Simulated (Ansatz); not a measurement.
**Skutterudite CoSb3**

Computed with PBE+SOC (PAW; Ansatz, a program for electronic structure).

Run with plane-wave cutoff 520 eV, 6×6×6 k mesh, Fermi–Dirac smearing 0.01 eV, PAW data made under PBE.

Cell (measured lattice):

```yaml
crystal:
  lattice:
    - [-4.51854, 4.51854, 4.51854]
    - [4.51854, -4.51854, 4.51854]
    - [4.51854, 4.51854, -4.51854]
  atoms:
    - { symbol: Co, position: [0.00000, 0.00000, 0.50000] }
    - { symbol: Co, position: [0.50000, 0.50000, 0.50000] }
    - { symbol: Co, position: [0.50000, 0.00000, 0.00000] }
    - { symbol: Co, position: [0.00000, 0.50000, 0.00000] }
    - { symbol: Sb, position: [0.84024, 0.66676, 0.50700] }
    - { symbol: Sb, position: [0.50700, 0.84024, 0.66676] }
    - { symbol: Sb, position: [0.17348, 0.84024, 0.33324] }
    - { symbol: Sb, position: [0.49300, 0.15976, 0.33324] }
    - { symbol: Sb, position: [0.82652, 0.15976, 0.66676] }
    - { symbol: Sb, position: [0.66676, 0.50700, 0.84024] }
    - { symbol: Sb, position: [0.66676, 0.82652, 0.15976] }
    - { symbol: Sb, position: [0.15976, 0.66676, 0.82652] }
    - { symbol: Sb, position: [0.33324, 0.49300, 0.15976] }
    - { symbol: Sb, position: [0.33324, 0.17348, 0.84024] }
    - { symbol: Sb, position: [0.15976, 0.33324, 0.49300] }
    - { symbol: Sb, position: [0.84024, 0.33324, 0.17348] }
```

```json
{
  "band_gap": "0.21 eV (direct)"
}
```

Measured, for comparison: band gap 0.63 eV (temperature not stated, no zero-point or thermal correction; as tabulated in Kim et al. (2020), doi:10.1038/s41597-020-00723-8). Computed (rounded) less measured: band gap -0.42 eV.

Note: cell and atoms aren't relaxed at this level (largest force component 0.08 eV/Å, pressure 2.5 GPa).

The computed numbers hold no vibrational or temperature effects.

Cost on a shared machine: around 90 core-minutes (rough).
